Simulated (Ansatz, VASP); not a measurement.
## C in VASP and in Ansatz

```
CELL_PARAMETERS angstrom
2.46571 0.00000 0.00000
-1.23285 2.13536 0.00000
0.00000 0.00000 26.00000
ATOMIC_POSITIONS crystal
C 0.00000 0.00000 0.50000
C 0.66667 0.33333 0.50000
```

Alike in both runs: functional PBE; dispersion D3(BJ); k mesh 21 × 21 × 1; occupations gaussian, width 0.1 eV; no spin polarisation.

Ansatz relaxed the structure, and its values are those at the end. VASP's run is a single point on that final structure, the one shown.

|  | VASP | Ansatz |
| --- | --- | --- |
| version | VASP 6.6.1 | Ansatz 0.2.0 |
| potentials or method | VASP PAW PBE potentials, release 64 (C) | scalar-relativistic, plane waves, PAW |
| plane-wave cutoff (eV) | 520 | 420 |
| valence electrons in the cell | 8 | 8 |

Ansatz gave:

* gap on the k mesh at the Fermi level (eV): none
* work function, face that differs most (eV): 4.24

**Question.** Estimate VASP's values.

**Answer.** gap on the k mesh at the Fermi level (eV): none; work function, face that differs most (eV): 4.23.

A gap of «none» marks a metal or a gap that the smearing closes. Ansatz warned: «xc_potential_rough_in_thin_density».
